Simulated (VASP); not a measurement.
Wanted: the native input for a VASP 6.6.1 run.

```yaml
Task: single point
Functional: PBE
Potentials_or_basis: VASP PAW PBE potentials, release 64 (Zn, S)
Cutoff: 520 eV
k_mesh: 6 × 6 × 6
Occupations: fermi-dirac, width 0.02 eV
Spin: no spin polarisation
Dipole_correction: no
Further_INCAR_settings: ALGO = Normal; EDIFF = 1e-06; NBANDS = 16
```

The structure of ZnS lies in POSCAR:

```
ZnS
1.0
    0.0000000000      2.5310225584      2.5310225584
    2.5310225584      0.0000000000      2.5310225584
    2.5310225584      2.5310225584      0.0000000000
Zn S
1 1
Direct
    0.0000000000      0.0000000000      0.0000000000
    0.5000000000      0.5000000000      0.5000000000
```

The cell was built by a generator and needn't be a form met in nature.

One way to write it, as run:

INCAR

```
SYSTEM = ZnS
PREC     = Accurate       ! precision mode
ENCUT    = 520            ! plane-wave cutoff, eV
EDIFF    = 1E-6           ! SCF threshold, eV
ISMEAR   = -1             ! smearing method
SIGMA    = 0.02           ! smearing width, eV
LREAL    = .False.        ! projectors in reciprocal space
LASPH    = .True.         ! aspherical terms in the spheres
NELM     = 60             ! most SCF steps
ALGO     = Normal         ! electronic algorithm
ISIF     = 2              ! what is computed and relaxed
LWAVE    = .False.        ! write WAVECAR
LCHARG   = .True.         ! write CHGCAR
GGA      = PE             ! functional
LELF     = .True.         ! ELF
LVHAR    = .True.       
NBANDS   = 16             ! bands
```

KPOINTS

```
regular mesh
0
Gamma
  6 6 6
  0 0 0
```

Potentials or basis: VASP PAW PBE potentials, release 64 (Zn, S).

Command:

```sh
$ cat potpaw_PBE.64/Zn/POTCAR potpaw_PBE.64/S/POTCAR > POTCAR
$ mpirun -np 1 vasp_std > vasp.out
```

It gave:

```yaml
Pressure: 2.5 GPa
Band_gap_on_the_k_mesh: none (metal or under the smearing width)
```

Run time: 5.9 s on 1 thread of Intel(R) Xeon(R) 6975P-C (Granite Rapids), on a shared host, peak memory 0.15 GiB.
